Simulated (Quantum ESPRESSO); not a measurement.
**SnSe: band structure with LDA**

Slab: SnSe, a slab with vacuum.

```
Sn Se
1.0
     4.28533    0.00000    0.00000
     0.00000    4.28533    0.00000
     0.00000    0.00000   10.99069
Sn Se
2 2
Direct
  0.00000 0.50000 0.62777
  0.50000 0.00000 0.37223
  0.00000 0.50000 0.38396
  0.50000 0.00000 0.61604
```

```
Program                     : Quantum ESPRESSO 7.5
Task                        : band structure
Functional                  : LDA
Potentials or basis         : GBRV 1.5 LDA
Cutoff                      : 925 eV
Density cutoff              : 7401 eV
k mesh                      : 6 × 6 × 3
Occupations                 : fermi-dirac, width 0.05 eV
Spin                        : no spin polarisation
Form of the LDA correlation : PZ81
Mixing beta                 : 0.5
Most SCF iterations         : 120
SCF threshold               : 8e-10 Ry
```

The largest force is 0.237 eV/Å and the band gap along the path is 0.91 eV, direct.

Forces on the atoms (eV/Å):
```
Sn   0.000  0.000 -0.237
Sn   0.000  0.000  0.237
Se   0.000  0.000  0.030
Se   0.000  0.000 -0.030
```

Stress tensor (GPa, compression positive):
```
-1.87  0.00  0.00
 0.00 -1.87  0.00
 0.00  0.00 -0.67
```

Levels at the corners of the path, in eV from the valence-band top:
```csv
point,band 17,band 18,band 19,band 20,band 21,band 22,band 23,band 24
Γ,-3.12,-1.79,-1.79,-0.39,1.45,3.65,3.66,4.21
X,-1.60,-1.60,-0.39,-0.39,1.34,1.34,1.91,1.91
M,-3.31,-3.31,-1.79,-1.79,3.51,3.51,4.56,4.56
Γ,-3.12,-1.79,-1.79,-0.39,1.45,3.65,3.66,4.21
Z,-3.12,-1.79,-1.79,-0.39,1.32,3.66,4.21,4.21
R,-1.60,-1.60,-0.39,-0.39,1.34,1.34,1.91,1.91
A,-3.31,-3.31,-1.79,-1.79,3.48,3.48,4.62,4.62
Z,-3.12,-1.79,-1.79,-0.39,1.32,3.66,4.21,4.21
X,-1.60,-1.60,-0.39,-0.39,1.34,1.34,1.91,1.91
R,-1.60,-1.60,-0.39,-0.39,1.34,1.34,1.91,1.91
M,-3.31,-3.31,-1.79,-1.79,3.51,3.51,4.56,4.56
A,-3.31,-3.31,-1.79,-1.79,3.48,3.48,4.62,4.62
```

It took 6.9 min on 2 MPI ranks on Intel(R) Xeon(R) 6975P-C (Granite Rapids), on a shared host, peak memory 1.4 GiB a rank.

Caveat: some levels on the path didn't converge; spin-orbit coupling is left out, which moves the levels of the heavy elements.
